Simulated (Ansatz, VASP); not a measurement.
Two plane-wave programs on CdF2

INCAR

```
SYSTEM = CdF2
  PREC = Accurate
  ENCUT = 520
  EDIFF = 1E-6
  ISMEAR = 0
  SIGMA = 0.028000000000000004
  LREAL = .FALSE.
  LASPH = .TRUE.
  NELM = 80
  ALGO = Normal
  ISIF = 2
  LWAVE = .FALSE.
  LCHARG = .TRUE.
  GGA = PE
  LELF = .TRUE.
  LVHAR = .TRUE.
  NBANDS = 20
```

The input KPOINTS:

```
regular mesh
0
G
  9 9 9
  0 0 0
```

POSCAR

```
CdF2
1.0
    0.0000000000      2.6940000000      2.6940000000
    2.6940000000      0.0000000000      2.6940000000
    2.6940000000      2.6940000000      0.0000000000
Cd F
1 2
Direct
    0.0000000000      0.0000000000      0.0000000000
    0.7500000000      0.7500000000      0.7500000000
    0.2500000000      0.2500000000      0.2500000000
```

Contents of input.yaml:

```yaml
crystal:
  lattice:
    - [0.0, 2.694, 2.694]
    - [2.694, 0.0, 2.694]
    - [2.694, 2.694, 0.0]
  atoms:
    - { symbol: Cd, position: [0.0, 0.0, 0.0] }
    - { symbol: F, position: [0.75, 0.75, 0.75] }
    - { symbol: F, position: [0.25, 0.25, 0.25] }
hamiltonian:
  xc: pbe
  pseudopotentials: { kind: paw }
kpoints:
  mp_grid: { grid: [9, 9, 9] }
scf:
  occupations: { method: gaussian, width: 0.028 }
output:
  forces: true
  stress: true
  eigenvalues: true
  write_density: true
  write_potential: true
  elf: true
  volumetric_format: npy
```

Alike in both runs: task single point; functional PBE; k mesh 9 × 9 × 9; occupations gaussian, width 0.028 eV; no spin polarisation.

|  | VASP | Ansatz |
| --- | --- | --- |
| version | VASP 6.6.1 | Ansatz 0.2.0 |
| potentials or method | VASP PAW PBE potentials, release 64 (Cd, F) | Ansatz PAW |
| plane-wave cutoff (eV) | 520 | 420 |
| valence electrons in the cell | 26 | 34 |

Ansatz gave:

```
gap on the k mesh at the Fermi level (eV) : 3.13
least direct gap on the mesh (eV)         : 3.60
pressure (GPa)                            : 5.5
```

Q: What did VASP give for the same quantities?

A: gap on the k mesh at the Fermi level (eV): 3.10; least direct gap on the mesh (eV): 3.57; pressure (GPa): 6.2.

The two sets of potentials don't hold the same shells in valence.

Caveats: an odd mesh through Γ misses points on the zone boundary, where band edges often lie (VASP); odd divisions of the mesh miss points on the zone boundary, where band edges often lie, so the gap on the mesh can be too wide (Ansatz); the pressure holds a Pulay correction of +0.7 GPa for the finite cutoff (Ansatz). Expect the measured gap to be larger: semilocal functionals such as PBE lack the derivative discontinuity.
